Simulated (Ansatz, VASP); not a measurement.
# Cu in VASP and in Ansatz

The input INCAR:

```
SYSTEM = Cu
PREC     = Accurate       ! precision mode
ENCUT    = 520            ! plane-wave cutoff, eV
EDIFF    = 1E-6           ! SCF threshold, eV
ISMEAR   = -1             ! smearing method
SIGMA    = 0.05           ! smearing width, eV
LREAL    = .False.        ! projectors in reciprocal space
LASPH    = .True.         ! aspherical terms in the spheres
NELM     = 60             ! most SCF steps
ALGO     = Fast           ! electronic algorithm
ISIF     = 2              ! what is computed and relaxed
LWAVE    = .False.        ! write WAVECAR
LCHARG   = .True.         ! write CHGCAR
GGA      = PE             ! functional
LELF     = .True.         ! ELF
LVHAR    = .True.       
NBANDS   = 18             ! bands
```

File KPOINTS:

```
Automatic mesh
0
Gamma
  11 11 11
  0 0 0
```

Contents of POSCAR:

```
Cu
1.0
    1.2184636900     -3.9763780104      0.0000000000
    1.2184636900      3.9763780104      0.0000000000
    0.0000000000      0.0000000000      2.4754955235
Cu
2
Direct
    0.8661333500      0.1338666500      0.7500000000
    0.1338666500      0.8661333500      0.2500000000
```

File input.yaml:

```yaml
crystal:
  lattice:
    - [1.21846369, -3.9763780104, 0.0]
    - [1.21846369, 3.9763780104, 0.0]
    - [0.0, 0.0, 2.4754955235]
  atoms:
    - { symbol: Cu, position: [0.86613335, 0.13386665, 0.75] }
    - { symbol: Cu, position: [0.13386665, 0.86613335, 0.25] }
hamiltonian:
  xc: pbe
  pseudopotentials: { kind: paw }
kpoints:
  mp_grid: { grid: [11, 11, 11] }
scf:
  occupations: { method: fermi_dirac, width: 0.05 }
output:
  forces: true
  stress: true
  eigenvalues: true
```

This isn't the form of Cu at room conditions, which is fcc.

Alike in both runs: task single point; functional PBE; k mesh 11 × 11 × 11; occupations fermi-dirac, width 0.05 eV; no spin polarisation.

```csv
,VASP,Ansatz
version,VASP 6.6.1,Ansatz 0.2.0
potentials or method,"VASP PAW PBE potentials, release 64 (Cu)",Ansatz PAW
plane-wave cutoff (eV),520,420
valence electrons in the cell,22,38
```

Ansatz gave:

```
gap on the k mesh at the Fermi level (eV)       : none
pressure (GPa)                                  : 6.6
largest component of the traceless stress (GPa) : 0.54
rms of the force components (eV/Å)              : 0.028
```

Task: Estimate VASP's values.

Result: gap on the k mesh at the Fermi level (eV): none; pressure (GPa): 7.8; largest component of the traceless stress (GPa): 0.58; rms of the force components (eV/Å): 0.031.

Atom by atom the forces differ by 0.002 eV/Å (rms over components). A gap of «none» marks a metal or a gap that the smearing closes. With one functional, cell and mesh, what is left measures potentials, basis and numerics. The two sets of potentials don't hold the same shells in valence.
